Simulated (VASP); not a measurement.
# VASP 6.6.1 run: KBr

INCAR

```
LCHARG = .FALSE.
IBRION = -1
LASPH = .TRUE.
PREC = Accurate
NELM = 120
GGA = PE
ALGO = All
LREAL = .FALSE.
ISMEAR = 0
SIGMA = 0.2
ENCUT = 520
EDIFF = 1E-7
LWAVE = .FALSE.
ISIF = 2
NSW = 0
NBANDS = 15
```

KPOINTS

```
KPOINTS created by Atomic Simulation Environment
0
Gamma
6 6 6
0 0 0
```

POSCAR

```
K  Br
 1.0000000000000000
     0.0000000000000000    3.3024387009999998    3.3024387009999998
     3.4900172191999999    0.0000000000000000    3.3024387009999998
     3.4900172191999999    3.3024387009999998    0.0000000000000000
 K   Br
   1   1
Cartesian
  0.0000000000000000  0.0000000000000000  0.0000000000000000
  3.4900172191999994  3.3024387010000003  3.3024387010000007
```

The recommended PBE PAW datasets give the neutral cell 16 valence electrons.

Command

```
mpirun -np 1 vasp_std
```

OSZICAR

```
N       E                     dE             d eps       ncg     rms           ort
DAV:   1     0.984432477420E+02    0.98443E+02   -0.78992E+03   450   0.977E+02
DAV:   2     0.281418537361E+00   -0.98162E+02   -0.90745E+02   450   0.223E+02
DAV:   3    -0.614802977512E+01   -0.64294E+01   -0.63952E+01   450   0.508E+01
DAV:   4    -0.639978655900E+01   -0.25176E+00   -0.25170E+00   450   0.863E+00
DAV:   5    -0.640183943465E+01   -0.20529E-02   -0.20529E-02   450   0.873E-01
SDA:   6    -0.595885021432E+01    0.44299E+00   -0.20529E-02   450   0.962E+00   0.000E+00
CGA:   7    -0.618309282227E+01   -0.22424E+00   -0.22460E+00   450   0.657E-01  -0.571E-02
CGA:   8    -0.620425908938E+01   -0.21166E-01   -0.21156E-01   450   0.200E-01   0.123E-03
CGA:   9    -0.621088705766E+01   -0.66280E-02   -0.66412E-02   450   0.524E-02  -0.115E-03
CGA:  10    -0.621227462292E+01   -0.13876E-02   -0.13874E-02   450   0.964E-03   0.464E-05
CGA:  11    -0.621255640837E+01   -0.28179E-03   -0.28122E-03   450   0.143E-03   0.955E-05
CGA:  12    -0.621260427182E+01   -0.47863E-04   -0.48401E-04   450   0.338E-04  -0.543E-05
CGA:  13    -0.621261844491E+01   -0.14173E-04   -0.14350E-04   450   0.160E-04  -0.908E-06
CGA:  14    -0.621262573052E+01   -0.72856E-05   -0.73451E-05   450   0.685E-05  -0.288E-06
CGA:  15    -0.621262873915E+01   -0.30086E-05   -0.32780E-05   450   0.232E-05  -0.135E-05
CGA:  16    -0.621262943972E+01   -0.70057E-06   -0.70917E-06   450   0.493E-06  -0.117E-06
CGA:  17    -0.621262958615E+01   -0.14643E-06   -0.14651E-06   450   0.122E-06   0.664E-07
CGA:  18    -0.621262964444E+01   -0.58290E-07   -0.58636E-07   450   0.560E-07  -0.330E-08
   1 F= -.62126296E+01 E0= -.62126296E+01  d E =-.660978E-10
```

From OUTCAR

```
k-points           NKPTS =     30   k-points in BZ     NKDIM =     30   number of bands    NBANDS=     15

   NELECT =      16.0000    total number of electrons

   dimension x,y,z NGX =    36 NGY =   36 NGZ =   36
   dimension x,y,z NGXF=    72 NGYF=   72 NGZF=   72

  energy-cutoff  :      520.00
  volume of cell :       76.12
      direct lattice vectors                 reciprocal lattice vectors
     0.000000000  3.302438701  3.302438701    -0.143265769  0.151403264  0.151403264
     3.490017219  0.000000000  3.302438701     0.143265769 -0.151403264  0.151403264
     3.490017219  3.302438701  0.000000000     0.143265769  0.151403264 -0.151403264

 k-points in reciprocal lattice and weights: KPOINTS created by Atomic Simulation Env
   0.00000000  0.00000000  0.00000000       0.005
   0.16666667  0.00000000  0.00000000       0.037
   0.33333333  0.00000000  0.00000000       0.037
   0.50000000  0.00000000  0.00000000       0.019
   0.16666667  0.16666667  0.00000000       0.019
   0.33333333  0.16666667  0.00000000       0.074
   0.50000000  0.16666667 -0.00000000       0.074
  -0.33333333  0.16666667 -0.00000000       0.074
   ...

 E-fermi :  -1.1269

 k-point     1 :       0.0000    0.0000    0.0000
  band No.  band energies     occupation
      1     -29.8593      2.00000
      2     -14.1883      2.00000
      3     -13.3392      2.00000
      4     -13.3311      2.00000
      5     -13.3311      2.00000
      6      -1.9674      2.00000
      7      -1.9544      2.00000
      8      -1.9544      2.00000
      9       2.3231      0.00000
     10       5.4219      0.00000
     11       5.7413      0.00000
     12       5.7413      0.00000
     13       6.3140      0.00000
     14       6.5312      0.00000
     15       9.5065      0.00000

 k-point     2 :       0.1667    0.0000    0.0000
  band No.  band energies     occupation
      1     -29.8583      2.00000
      2     -14.2401      2.00000
      3     -13.3405      2.00000
      4     -13.3311      2.00000
      5     -13.2651      2.00000
      6      -2.2901      2.00000
      7      -2.0407      2.00000
      8      -2.0322      2.00000
      9       2.9408      0.00000
     10       5.4607      0.00000
     11       5.8639      0.00000
     12       6.0378      0.00000
     13       6.6351      0.00000
     14       6.8693      0.00000
     15      10.3327      0.00000

 k-point     3 :       0.3333    0.0000    0.0000
  band No.  band energies     occupation
      1     -29.8562      2.00000
      2     -14.3267      2.00000
      3     -13.3453      2.00000
      4     -13.3310      2.00000
      5     -13.1473      2.00000
      6      -2.8140      2.00000
      7      -2.1857      2.00000
      8      -2.1793      2.00000
      9       4.0558      0.00000
     10       5.6250      0.00000
     11       6.6713      0.00000
     12       6.8375      0.00000
     13       7.4458      0.00000
     14       7.7240      0.00000
     15       9.1248      0.00000

 ...

  Total       -0.3765225      0.1954139      0.1954139      0.0000000      0.0000000      0.0000000
  in kB       -7.9245461      4.1128129      4.1128129      0.0000000      0.0000000      0.0000000
  external PRESSURE =       0.1003599 kB  Pullay stress =       0.0000000 kB

 POSITION                                       TOTAL-FORCE (eV/Angst)
 -----------------------------------------------------------------------------------
      0.00000      0.00000      0.00000         0.000000      0.000000      0.000000
      3.49002      3.30244      3.30244         0.000000      0.000000      0.000000
 -----------------------------------------------------------------------------------
    total drift:                                0.000000      0.000000      0.000000

  FREE ENERGIE OF THE ION-ELECTRON SYSTEM (eV)
  ---------------------------------------------------
  free  energy   TOTEN  =        -6.2126296444 eV

  energy  without entropy=       -6.2126296444  energy(sigma->0) =       -6.21262964
```

It converged. Results: gap between bands v and c on the k mesh 4.28 eV; least direct gap on the k mesh 4.28 eV; pressure 0.0 GPa. Band v is the last that the valence electrons fill when counted band by band, and c is the next.

For comparison, a separate PBE run of the intended cell, on usual settings and not on those above, gives a gap of 4.28 eV on its mesh and a pressure of 0.0 GPa.

The run above took about 32 s on one core of a shared host (Intel Xeon Platinum 8488C) and held 0.24 GiB at most.
